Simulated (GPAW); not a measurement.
InP:

```
In P
1.0
     0.00000    2.93050    2.93050
     2.93050    0.00000    2.93050
     2.93050    2.93050    0.00000
In P
1 1
Direct
  0.00000 0.00000 0.00000
  0.75000 0.75000 0.75000
```

* Program: GPAW 26.7.0
* Task: single point
* Functional: PBE
* Potentials or basis: GPAW PAW data sets (gpaw-data 1.2.1)
* Cutoff: 600 eV
* Basis: pw
* k mesh: 8 × 8 × 8
* Occupations: fermi-dirac, width 0.05 eV
* Spin: no spin polarisation

On this cell: pressure 3.0 GPa; largest force zero by symmetry; band gap on the k mesh 0.71 eV, direct.

The same run follows on a disturbed copy (atoms moved at random, drawn with an rms of 0.05 Å):

```xyz
2
Lattice="0.0000 2.9305 2.9305 2.9305 0.0000 2.9305 2.9305 2.9305 0.0000" Properties=species:S:1:pos:R:3 pbc="T T T"
In   -0.0592   -0.0125   -0.0019
P     4.4281    4.4563    4.3997
```

Q: What changes?

A: The energy moves by +29.1 meV/atom; pressure 3.4 GPa; largest force 1.019 eV/Å; band gap on the k mesh 0.53 eV, direct.

Forces on the atoms (eV/Å):
```
In   0.772  0.626  0.223
P   -0.772 -0.626 -0.223
```

Stress tensor (GPa, compression positive):
```
3.26 0.64 2.10
0.64 3.38 2.61
2.10 2.61 3.59
```

Caveats: spin-orbit coupling is left out, which moves the levels of the heavy elements.

